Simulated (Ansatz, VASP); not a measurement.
W: VASP beside Ansatz

```xyz
2
Lattice="0.0000 2.9161 2.9161 2.9161 0.0000 2.9161 2.9161 2.9161 0.0000" Properties=species:S:1:pos:R:3 pbc="T T T"
W     0.7290    0.7290    0.7290
W     5.1031    5.1031    5.1031
```

Alike in both runs: functional PBE; k mesh 10 × 10 × 10; occupations fermi-dirac, width 0.1 eV; no spin polarisation.

Ansatz relaxed the structure, and its values are those at the end. VASP's run is a single point on that final structure, the one shown.

|  | VASP | Ansatz |
| --- | --- | --- |
| version | VASP 6.6.1 | Ansatz 0.2.0 |
| potentials or method | VASP PAW PBE potentials, release 64 (W_sv) | plane waves (420 eV) with PAW, scalar-relativistic |
| plane-wave cutoff (eV) | 520 | 420 |
| valence electrons in the cell | 28 | 28 |

|  | VASP | Ansatz | Ansatz less VASP |
| --- | --- | --- | --- |
| pressure (GPa) | 0.5 | 0.0 | -0.50 |

Spin-orbit coupling is left out, which matters for the levels of W.
